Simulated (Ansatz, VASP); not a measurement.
# GaAs (GaAs(110)) in two plane-wave programs

One calculation is typed for both programs; each brings its own data sets. How far apart do they land? Of the first pair: The structure shown is the end of the VASP relaxation below. Valence electrons are named where the data sets of a main pair hold unlike numbers.

Calculated with Ansatz 0.2.0; plane waves, with VASP 6.6.1 beside it; single point at PBE and band structure at PBE.

### 1. Set-up

The cell holds 18 atoms: 9 Ga and 9 As. Cell: a = 4.033 Å, b = 5.703 Å, c = 32.393 Å, α = 90.0°, β = 90.0°, γ = 90.0°. It derives from GaAs. As first built, before any earlier steps moved the atoms (in the runner's words): 9 layers, strained by -1 % in the plane. Vacuum lies along c.

### 2. VASP: relaxation, PBE

This run makes the geometry at which the two programs are then compared.

Lines of VASP's logs that name or quote its potential files are left out, and so is its time.

Contents of INCAR:

```
SYSTEM = GaAs
PREC = Normal
ENCUT = 320
EDIFF = 1E-05
NELM = 120
ISMEAR = 0
SIGMA = 0.03
LREAL = Auto
ALGO = Fast
GGA = PE
NBANDS = 54
LORBIT = 11
LWAVE = .FALSE.
LCHARG = .FALSE.
KPAR = 2
NCORE = 2
IBRION = 2
NSW = 60
ISIF = 2
EDIFFG = -0.03
POTIM = 0.4
MAXMIX = 40
IDIPOL = 3
LDIPOL = .TRUE.
DIPOL = 0.5 0.5 0.5
```

Contents of POSCAR:

```
GaAs
1.0
    4.0327186493      0.0000000000      0.0000000000
    0.0000000000      5.7031254071      0.0000000000
    0.0000000000      0.0000000000     32.3926095776
Ga As
9 9
Direct
    0.0000000000      0.0000000000      0.2469699100
    0.5000000000      0.5000000000      0.3102274400
    0.0000000000      0.0000000000      0.3734849600
    0.5000000000      0.5000000000      0.4367424800
    0.0000000000      0.0000000000      0.5000000000
    0.5000000000      0.5000000000      0.5632575200
    0.0000000000      0.0000000000      0.6265150400
    0.5000000000      0.5000000000      0.6897725600
    0.0000000000      0.0000000000      0.7530300900
    0.0000000000      0.7500000000      0.3102274400
    0.5000000000      0.2500000000      0.2469699100
    0.0000000000      0.7500000000      0.4367424800
    0.5000000000      0.2500000000      0.3734849600
    0.0000000000      0.7500000000      0.5632575200
    0.5000000000      0.2500000000      0.5000000000
    0.0000000000      0.7500000000      0.6897725600
    0.5000000000      0.2500000000      0.6265150400
    0.5000000000      0.2500000000      0.7530300900
```

Contents of KPOINTS:

```
Automatic mesh
0
Gamma
6 4 1
0 0 0
```

Potentials, in the order of the species: Ga and As (PBE family, release 64).

The run is started by

```sh
mpirun -np 4 vasp_std
```

Numbers of over 12 decimals in the logs are rounded to 6 here.

The program printed:

```text
[banner, memory and clock lines left out]
running    4 mpi-ranks, on    1 nodes
 distrk:  each k-point on    2 cores,    2 groups
 distr:  one band on    2 cores,    1 groups

 POSCAR found type information on POSCAR GaAs
 POSCAR found :  2 types and      18 ions
 LDA part: xc-table for (Slater+PW92), standard interpolation
 POSCAR, INCAR and KPOINTS ok, starting setup
 FFT: planning ... GRIDC
 FFT: planning ... GRID_SOFT
 FFT: planning ... GRID
 WAVECAR not read
 entering main loop
       N       E                     dE             d eps       ncg     rms          rms(c)
DAV:   1     0.301004561583E+03    0.30100E+03   -0.18459E+04  1304   0.687E+02
DAV:   2    -0.370179492826E+02   -0.33802E+03   -0.32492E+03  1722   0.149E+02
DAV:   3    -0.722914662899E+02   -0.35274E+02   -0.34799E+02  1600   0.501E+01
DAV:   4    -0.736292937395E+02   -0.13378E+01   -0.13334E+01  1696   0.110E+01
DAV:   5    -0.736729593069E+02   -0.43666E-01   -0.43637E-01  1676   0.188E+00    0.110E+01
RMM:   6    -0.718057666182E+02    0.18672E+01   -0.21026E+00  1296   0.315E+00    0.629E+00
RMM:   7    -0.715331854003E+02    0.27258E+00   -0.26890E+00  1296   0.352E+00    0.155E+00
RMM:   8    -0.714872489428E+02    0.45936E-01   -0.39354E-01  1296   0.168E+00    0.455E-01
RMM:   9    -0.714726265838E+02    0.14622E-01   -0.27544E-02  1320   0.539E-01    0.189E-01
RMM:  10    -0.714733752485E+02   -0.74866E-03   -0.12886E-02  1360   0.273E-01    0.103E-01
RMM:  11    -0.714741085397E+02   -0.73329E-03   -0.22379E-03  1354   0.130E-01    0.525E-02
RMM:  12    -0.714746113355E+02   -0.50280E-03   -0.10260E-03  1296   0.887E-02    0.437E-02
RMM:  13    -0.714747186038E+02   -0.10727E-03   -0.45963E-04  1309   0.508E-02    0.146E-02
RMM:  14    -0.714749976951E+02   -0.27909E-03   -0.20319E-04  1241   0.313E-02    0.120E-02
RMM:  15    -0.714751024057E+02   -0.10471E-03   -0.49667E-05  1020   0.167E-02    0.700E-03
RMM:  16    -0.714751510189E+02   -0.48613E-04   -0.32908E-05   955   0.117E-02    0.270E-03
RMM:  17    -0.714751910529E+02   -0.40034E-04   -0.12042E-05   901   0.725E-03    0.252E-03
RMM:  18    -0.714752085063E+02   -0.17453E-04   -0.38694E-06   667   0.358E-03    0.144E-03
RMM:  19    -0.714752436489E+02   -0.35143E-04   -0.20708E-06   614   0.318E-03    0.108E-03
RMM:  20    -0.714752546692E+02   -0.11020E-04   -0.43764E-07   464   0.230E-03    0.518E-04
RMM:  21    -0.714752646598E+02   -0.99906E-05   -0.52304E-07   479   0.234E-03
   1 F= -.71475265E+02 E0= -.71475252E+02  d E =-.714753E+02
[... from here on, the cycles between the ionic steps are left out ...]
   2 F= -.71813745E+02 E0= -.71813745E+02  d E =-.338480E+00
   3 F= -.72290977E+02 E0= -.72290977E+02  d E =-.815712E+00
   9 F= -.72840125E+02 E0= -.72840125E+02  d E =-.271834E-01
  10 F= -.72852493E+02 E0= -.72852493E+02  d E =-.123672E-01
  11 F= -.72853238E+02 E0= -.72853238E+02  d E =-.131125E-01
  12 F= -.72857819E+02 E0= -.72857819E+02  d E =-.458080E-02
  13 F= -.72857850E+02 E0= -.72857850E+02  d E =-.461156E-02
  14 F= -.72859782E+02 E0= -.72859782E+02  d E =-.193284E-02
  15 F= -.72859871E+02 E0= -.72859871E+02  d E =-.202101E-02
  16 F= -.72861393E+02 E0= -.72861393E+02  d E =-.152238E-02
  17 F= -.72862099E+02 E0= -.72862099E+02  d E =-.222802E-02
  18 F= -.72861820E+02 E0= -.72861820E+02  d E =-.194992E-02
  19 F= -.72862254E+02 E0= -.72862254E+02  d E =-.238375E-02
 curvature:  -1.55 expect dE=-0.110E-02 dE for cont linesearch -0.590E-05
 trial: gam= 0.85308 g(F)=  0.711E-03 g(S)=  0.000E+00 ort = 0.888E-04 (trialstep = 0.249E+01)
 search vector abs. value=  0.237E-02
 bond charge predicted
       N       E                     dE             d eps       ncg     rms          rms(c)
DAV:   1    -0.728626943835E+02   -0.44426E-03   -0.14195E-01  1296   0.113E+00    0.104E-01
RMM:   2    -0.728631532171E+02   -0.45883E-03   -0.72472E-03  1296   0.252E-01    0.344E-02
RMM:   3    -0.728633311522E+02   -0.17794E-03   -0.11055E-03  1308   0.102E-01    0.395E-02
RMM:   4    -0.728634058715E+02   -0.74719E-04   -0.20675E-04  1341   0.427E-02    0.356E-02
RMM:   5    -0.728634147273E+02   -0.88557E-05   -0.60795E-05  1132   0.216E-02
  20 F= -.72863415E+02 E0= -.72863415E+02  d E =-.116045E-02
 trial-energy change:   -0.001160  1 .order   -0.001182   -0.001958   -0.000406
 step:   3.1416(harm=  3.1416)  dis= 0.00769  next Energy=   -72.863489 (dE=-0.124E-02)
 reached required accuracy - stopping structural energy minimisation
```

OUTCAR, selected parts (step 2):

```text
ion  position               nearest neighbor table
   1  0.000  0.000  0.247-  11 2.47  11 2.47  10 2.50
   2  0.500  0.500  0.310-  10 2.47  10 2.47  13 2.50  11 2.50
   3  0.000  0.000  0.373-  13 2.47  13 2.47  10 2.50  12 2.50
   4  0.500  0.500  0.437-  12 2.47  12 2.47  15 2.50  13 2.50
   5  0.000  0.000  0.500-  15 2.47  15 2.47  12 2.50  14 2.50
   6  0.500  0.500  0.563-  14 2.47  14 2.47  17 2.50  15 2.50
   7  0.000  0.000  0.627-  17 2.47  17 2.47  14 2.50  16 2.50
   8  0.500  0.500  0.690-  16 2.47  16 2.47  17 2.50  18 2.50
   9  0.000  0.000  0.753-  18 2.47  18 2.47  16 2.50
  10  0.000  0.750  0.310-   2 2.47   2 2.47   3 2.50   1 2.50
  11  0.500  0.250  0.247-   1 2.47   1 2.47   2 2.50
  12  0.000  0.750  0.437-   4 2.47   4 2.47   5 2.50   3 2.50
  13  0.500  0.250  0.373-   3 2.47   3 2.47   4 2.50   2 2.50
  14  0.000  0.750  0.563-   6 2.47   6 2.47   7 2.50   5 2.50
  15  0.500  0.250  0.500-   5 2.47   5 2.47   6 2.50   4 2.50
  16  0.000  0.750  0.690-   8 2.47   8 2.47   7 2.50   9 2.50
  17  0.500  0.250  0.627-   7 2.47   7 2.47   8 2.50   6 2.50
  18  0.500  0.250  0.753-   9 2.47   9 2.47   8 2.50

  LATTYP: Found a simple orthorhombic cell.
 ALAT       =     4.0327186493
 B/A-ratio  =     1.4142135624
 C/A-ratio  =     8.0324496685

 Subroutine GETGRP returns: Found  4 space group operations
 (whereof  4 operations were pure point group operations)

The static configuration has the point symmetry C_2v.

 Found     12 irreducible k-points:

   k-points           NKPTS =     12   k-points in BZ     NKDIM =     12   number of bands    NBANDS=     54

   dimension x,y,z NGX =    18 NGY =   28 NGZ =  144
   dimension x,y,z NGXF=    36 NGYF=   56 NGZF=  288

   ENCUT  =  320.0 eV  23.52 Ry    4.85 a.u.   5.88  8.32 47.25*2*pi/ulx,y,z

   NELECT =      72.0000    total number of electrons

 k-points in reciprocal lattice and weights: Automatic mesh
   0.00000000  0.00000000  0.00000000       0.042
   0.16666667  0.00000000  0.00000000       0.083
   0.33333333  0.00000000  0.00000000       0.083
   0.50000000  0.00000000  0.00000000       0.042
   0.00000000  0.25000000  0.00000000       0.083
   0.16666667  0.25000000  0.00000000       0.167
   0.33333333  0.25000000  0.00000000       0.167
   0.50000000  0.25000000  0.00000000       0.083
   0.00000000  0.50000000  0.00000000       0.042
   0.16666667  0.50000000  0.00000000       0.083
   0.33333333  0.50000000  0.00000000       0.083
   0.50000000  0.50000000  0.00000000       0.042

 dipolmoment           0.000000      0.000000     -0.000000 electrons x Angstroem

 average (electrostatic) potential at core
       1 -18.2909       2 -18.0697       3 -18.0665       4 -18.0717       5 -18.0606
       6 -18.0717       7 -18.0665       8 -18.0697       9 -18.2909      10 -54.9354
      11 -54.6234      12 -54.8977      13 -54.8795      14 -54.8977      15 -54.8871
      16 -54.9354      17 -54.8795      18 -54.6234

 E-fermi :  -0.5201

 k-point     1 :       0.0000    0.0000    0.0000
  band No.  band energies     occupation
    ...
     32      -1.0948      2.00000
     33      -1.0105      2.00000
     34      -0.9524      2.00000
     35      -0.7841      2.00000
     36      -0.6780      2.00000
     37       0.0049      0.00000
     38       0.7820      0.00000
     39       0.8759      0.00000
     40       0.9558      0.00000
     41       1.0260      0.00000
    ...

 k-point     2 :       0.1667    0.0000    0.0000
  band No.  band energies     occupation
    ...
     32      -1.8950      2.00000
     33      -1.6532      2.00000
     34      -1.5836      2.00000
     35      -1.3154      2.00000
     36      -1.1528      2.00000
     37       0.9223      0.00000
     38       1.1528      0.00000
     39       1.2855      0.00000
     40       1.8085      0.00000
     41       1.8636      0.00000
    ...

 k-point     3 :       0.3333    0.0000    0.0000
  band No.  band energies     occupation
    ...
     32      -2.4559      2.00000
     33      -2.2809      2.00000
     34      -2.0533      2.00000
     35      -1.7832      2.00000
     36      -1.4534      2.00000
     37       0.5813      0.00000
     38       0.7238      0.00000
     39       1.1494      0.00000
     40       1.3936      0.00000
     41       1.5096      0.00000
    ...

  Total        1.8433807      1.3694490     -0.4933504      0.0000000      0.0000000      0.0000000
  in kB        3.9643213      2.9450973     -1.0609850      0.0000000      0.0000000      0.0000000
  external PRESSURE =       1.9494779 kB  Pullay stress =       0.0000000 kB

  energy-cutoff  :      320.00
  volume of cell :      745.00
      direct lattice vectors                 reciprocal lattice vectors
     4.032718649  0.000000000  0.000000000     0.247971675  0.000000000  0.000000000
     0.000000000  5.703125407  0.000000000     0.000000000  0.175342453  0.000000000
     0.000000000  0.000000000 32.392609578     0.000000000  0.000000000  0.030871239

 POSITION                                       TOTAL-FORCE (eV/Angst)
 -----------------------------------------------------------------------------------
      0.00000      0.33328      8.44383        -0.000000      0.002788      0.001746
      2.01636      2.74529      9.92919        -0.000000      0.014354      0.015964
      4.03272      5.64176     12.12162        -0.000000     -0.007152     -0.006063
      2.01636      2.78597     14.12304         0.000000     -0.011241      0.015907
      0.00000      5.65072     16.19630        -0.000000     -0.004605      0.000000
      2.01636      2.78597     18.26957         0.000000     -0.011241     -0.015907
      0.00000      5.64176     20.27099        -0.000000     -0.007152      0.006063
      2.01636      2.74529     22.46342         0.000000      0.014354     -0.015964
      0.00000      0.33328     23.94878        -0.000000      0.002788     -0.001746
      4.03272      4.19667     10.07234        -0.000000      0.009169     -0.016193
      2.01636      1.54182      7.72431        -0.000000     -0.006238      0.024806
      4.03272      4.22549     14.15730        -0.000000     -0.000717     -0.006089
      2.01636      1.38794     12.05430        -0.000000     -0.003720      0.005745
      0.00000      4.22549     18.23531        -0.000000     -0.000717      0.006089
      2.01636      1.38673     16.19630        -0.000000      0.010117      0.000000
      4.03272      4.19667     22.32027        -0.000000      0.009169      0.016193
      2.01636      1.38794     20.33831        -0.000000     -0.003720     -0.005745
      2.01636      1.54182     24.66830        -0.000000     -0.006238     -0.024806
 -----------------------------------------------------------------------------------
    total drift:                                0.000000     -0.017212     -0.000002

  FREE ENERGIE OF THE ION-ELECTRON SYSTEM (eV)
  ---------------------------------------------------
  free  energy   TOTEN  =       -72.8634147273 eV

  energy  without entropy=      -72.8634147273  energy(sigma->0) =      -72.86341473

 reached required accuracy - stopping structural energy minimisation

 vacuum level on the upper side and lower side of the slab         3.916         3.916

 total charge
# of ion       s       p       d       tot
------------------------------------------
    1        1.153   0.978   0.098   2.228
    2        1.082   1.112   0.124   2.318
    3        1.086   1.133   0.125   2.344
    4        1.085   1.131   0.125   2.341
    5        1.085   1.142   0.127   2.354
    6        1.085   1.131   0.125   2.341
    7        1.086   1.133   0.125   2.344
    8        1.082   1.112   0.124   2.318
    9        1.153   0.978   0.098   2.228
   10        1.218   1.564   0.026   2.809
   11        1.265   1.466   0.023   2.754
   12        1.215   1.572   0.026   2.813
   13        1.217   1.561   0.025   2.803
   14        1.215   1.572   0.026   2.813
   15        1.216   1.567   0.025   2.808
   16        1.218   1.564   0.026   2.809
   17        1.217   1.561   0.025   2.803
   18        1.265   1.466   0.023   2.754
--------------------------------------------------
tot         20.946  23.742   1.296  45.983

[... 3 further parts left out ...]
```

CONTCAR:

```
GaAs
   1.00000000000000
     4.0327186492999996    0.0000000000000000    0.0000000000000000
     0.0000000000000000    5.7031254070999999    0.0000000000000000
     0.0000000000000000    0.0000000000000000   32.3926095775999983
  Ga              As
     9     9
Direct
     0.0000000000000000    0.0584381682483659    0.2606714721325392
     0.5000000000000000    0.4813659318556400    0.3065264792319828
     1.0000000000000000    0.9892401582935109    0.3742094568155783
     0.5000000000000000    0.4884993199588838    0.4359957252768319
     0.0000000000000000    0.9908118625240917    0.5000000000000000
     0.5000000000000000    0.4884993199588838    0.5640042747231679
     0.0000000000000000    0.9892401582935109    0.6257905431844217
     0.5000000000000000    0.4813659318556400    0.6934735207680175
     0.0000000000000000    0.0584381682483659    0.7393285278674605
     1.0000000000000000    0.7358547326873740    0.3109454687729444
     0.5000000000000000    0.2703465890493282    0.2384589450999818
     1.0000000000000000    0.7409078164699546    0.4370533160076830
     0.5000000000000000    0.2433653710527807    0.3721310944535465
     0.0000000000000000    0.7409078164699546    0.5629466839923170
     0.5000000000000000    0.2431519622442324    0.5000000000000000
     1.0000000000000000    0.7358547326873740    0.6890545312270556
     0.5000000000000000    0.2433653710527807    0.6278689055464537
     0.5000000000000000    0.2703465890493282    0.7615410549000183
```

The data set Ga keeps the semicore shell frozen, which is cheaper and a little less accurate. The run keeps the 4 symmetry operations of its start, so it cannot find a distortion of lower symmetry.

(Continued in part 2 of 3.)

[Lines on the potential files, build, host, timing and source positions are cut from VASP's logs without a mark.]

[Logs are printed without paths, hosts, clocks, repeated set-up lines and the standing remarks that a program may print on its own settings, such as how far it seeks lower states.]

[Hosts, paths, dates, database ids (printed as entryN), source tags and the programs' standing remarks are cut or masked in the printed files.]
